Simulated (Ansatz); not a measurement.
Reaction (ligand exchange at the Al–S bond): `CCC[S][AlH2]` + `OB1CC1` → `[AlH2][O]B1CC1` + `CCCS`

Computed with Ansatz on PBE0-D4/def2-TZVP structures; ΔE is electronic, products minus reactants. CBS: MP2 limit from def2 TZ/QZ plus the TZ coupled-cluster correction, frozen cores. Functionals use def2-TZVPP. B3LYP here is the variant with VWN-RPA as its local correlation; programs differ in this. Each species was taken in one conformer, which may not be the lowest.

`CCC[S][AlH2]`:

```xyz
14

C     0.426   -1.062   -1.813
C    -0.396   -0.643   -0.605
C    -0.206    0.824   -0.273
S    -1.275    1.393    1.099
Al   -0.038    0.960    2.826
H     1.493   -0.898   -1.642
H     0.285   -2.121   -2.037
H     0.141   -0.493   -2.702
H    -1.458   -0.837   -0.782
H    -0.116   -1.245    0.266
H    -0.472    1.449   -1.128
H     0.838    1.033   -0.031
H    -0.633    1.265    4.259
H     1.411    0.374    2.562
```

`OB1CC1`:

Cartesian coordinates in Å:
```
O 0.730 1.834 0.475
B 0.219 0.643 0.132
C 0.181 -0.873 0.274
C -0.777 -0.117 -0.721
H 1.423 1.766 1.139
H 0.946 -1.499 -0.177
H -0.291 -1.346 1.130
H -0.597 -0.280 -1.780
H -1.834 -0.127 -0.472
```

`[AlH2][O]B1CC1`:

Cartesian coordinates in Å:
```
Al -1.552 0.571 -2.236
O -0.611 0.228 -0.882
B 0.127 -0.045 0.181
C 0.390 0.144 1.671
C 1.319 -0.773 0.792
H -1.137 1.822 -3.101
H -2.770 -0.387 -2.526
H -0.217 -0.361 2.418
H 0.837 1.059 2.050
H 2.335 -0.419 0.634
H 1.280 -1.839 1.000
```

`CCCS`:

Z-matrix (Å, degrees):
```
C
C 1 1.517
H 1 1.094 2 111.2
H 1 1.092 2 111.2 3 -120.5
H 1 1.092 2 111.1 3 119.9
C 2 1.519 1 113.9 3 56.5
H 2 1.097 1 109.5 3 -64.0
H 2 1.094 1 109.9 3 179.1
S 6 1.814 2 115.3 1 66.1
H 6 1.092 2 110.3 1 -176.7
H 6 1.093 2 111.2 1 -58.3
H 9 1.342 6 97.6 2 -72.0
```

CCSD(T)/CBS gives -6.7 kcal/mol.

(1) Another level gave -6.2 kcal/mol. Which?
A. r2SCAN-D4/def2-TZVPP
B. PBE0/def2-TZVPP
C. HF/def2-TZVPP
D. B3LYP/def2-TZVPP

Largest T1 diagnostic among the species: 0.013.

Results:

(1) A. r2SCAN-D4 -6.2, PBE0 -4.9, B3LYP -8.5, HF/def2-TZVPP -10.5 kcal/mol.

In def2-TZVPP, CCSD(T) changes the Hartree–Fock value by +3.5 kcal/mol (the triples alone add +0.9 kcal/mol) and MP2 by +3.7 kcal/mol.

CCSD(T)/CBS has its own doubt, a few kJ/mol and more with outer-core shells, so smaller differences from it don't rank the levels.
